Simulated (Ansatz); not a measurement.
Input of an Ansatz 0.2.0 run:

File input.yaml:

```yaml
crystal:
  lattice:
    - [0.0, 2.2535006075, 2.2535006075]
    - [2.2535006075, 0.0, 2.2535006075]
    - [2.2535006075, 2.2535006075, 0.0]
  atoms:
    - { symbol: Ga, position: [0.0, 0.0, 0.0] }
    - { symbol: "N", position: [0.25, 0.25, 0.25] }
hamiltonian:
  xc: pbe
  pseudopotentials: { kind: paw }
kpoints:
  mp_grid: { grid: [18, 18, 18] }
scf:
  occupations: { method: fermi_dirac, width: 0.05 }
output:
  forces: true
  stress: true
  eigenvalues: true
  write_density: true
  write_potential: true
  elf: true
  volumetric_format: npy
```

Potentials or basis: Ansatz PAW.

Command:

```sh
$ ansatz run input.yaml --threads 2 --pin off --max-ram 5120MiB --backend cpu --events-out ev --progress --plain --runs-dir out
```

(1) Estimate the band gap on the k mesh.

(2) Estimate the pressure.

## Answers

(1) 1.72 eV, direct.

(2) 5.0 GPa.

Caveat: the pressure holds a Pulay correction of +0.5 GPa for the finite cutoff.

**Experimental background.**

A printed reference work, textbook reports, for a bulk crystal of GaN at 0 K: band gap 3.299 eV (direct).

Measured gap of GaN: 3.299 eV (direct; 0 K; a printed reference work, textbook). This calculation gives 1.72 eV (-1.58 eV). Spin-orbit coupling on Ga is left out. The value is that of PBE on a finite k mesh, which can miss the band edges, without temperature or zero-point motion. Semilocal functionals fall short of measured gaps as a rule. The cell is a database's relaxed one, not the measured one, which moves gaps too.
